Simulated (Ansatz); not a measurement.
# ZnSe (F-43m): equation of state

An exercise on one series of results from a longer session: the logs are not shown, and one member is left open.

Computed with Ansatz 0.2.0 (DFT PBE, scalar-relativistic, plane waves, PAW, unless a step's input says otherwise).

2 further runs of the same task are left out: 2 that didn't finish. Runs told in other sessions of the task aren't counted.

### The system as given

Symmetry: F-43m, No. 216, cubic system. The conventional cell has a = 5.733 Å, b = 5.733 Å, c = 5.733 Å, α = 90.00°, β = 90.00°, γ = 90.00°. Zn (site symmetry -43m) has 4 Se at 2.48 Å in its first shell of neighbours. Se (site symmetry -43m) has 4 Zn at 2.48 Å in its first shell of neighbours.

Coordinates:

```cif
data_structure
_symmetry_space_group_name_H-M 'F-43m'
_symmetry_Int_Tables_number 216
_cell_length_a 5.7328
_cell_length_b 5.7328
_cell_length_c 5.7328
_cell_angle_alpha 90.000
_cell_angle_beta 90.000
_cell_angle_gamma 90.000
_cell_volume 188.41
loop_
_atom_site_label
_atom_site_type_symbol
_atom_site_symmetry_multiplicity
_atom_site_Wyckoff_symbol
_atom_site_fract_x
_atom_site_fract_y
_atom_site_fract_z
_atom_site_occupancy
Zn1 Zn 4 a 0.00000 0.00000 0.00000 1
Se1 Se 4 c 0.25000 0.25000 0.25000 1
```

This cell comes from an earlier session at PBE: 23.552 Å³/atom at 0.00 GPa, on a 10×10×10 mesh.

Volume factors to run: 0.980, 1.020, 0.960, 1.040.

The first run:

File input.yaml:

```yaml
crystal:
  lattice:
    - [0.0, 2.8471845893, 2.8471845893]
    - [2.8471845893, 0.0, 2.8471845893]
    - [2.8471845893, 2.8471845893, 0.0]
  atoms:
    - { symbol: Zn, position: [0.0, 0.0, 0.0] }
    - { symbol: Se, position: [0.75, 0.75, 0.75] }
basis:
  ecutwfc: 420
  ecutrho_ratio: 4
kpoints:
  mp_grid: { grid: [10, 10, 10] }
hamiltonian:
  xc: pbe
scf:
  occupations: { method: gaussian, width: 0.05 }
output:
  forces: true
  stress: true
  eigenvalues: true
```

Started as:

```console
> ansatz run input.yaml --threads 4 --pin off --max-ram 7168MiB --backend cpu --events-out ev --progress --plain --runs-dir out
```

Among the steps run: At 0.980 of the relaxed volume; Volume × 1.020; Scaling the volume by 0.960; At 1.040 of the relaxed volume.

One of the session's tables, all rows but one given; the rest of the session is left out.

It belongs to the step «The fit». 

| volume (Å³/atom) | energy (meV/atom) | pressure (GPa) | gap (eV) |
| --- | --- | --- | --- |
| 22.610 | 7.19 | 2.54 | 1.31 |
| 23.081 | 1.73 | 1.20 | 1.23 |
| 23.552 | 0.00 | 0.00 | 1.15 |
| 24.023 | ? | ? | ? |
| 24.494 | 6.19 | -2.03 | 1.00 |

Estimate the missing values for volume (Å³/atom) = 24.023.

Worked estimate for «energy (meV/atom)». A straight line through the neighbours (23.552, 0.00) and (24.494, 6.19) gives 0.00 + (6.19 − 0.00) × (24.023 − 23.552) / (24.494 − 23.552) = 3.10; a parabola fitted to 3 rows on both sides gives 1.49.

**Answer.** energy (meV/atom): 1.60; pressure (GPa): -1.07; gap (eV): 1.08. In «energy (meV/atom)» the line misses by +1.50 and the parabola by -0.11.
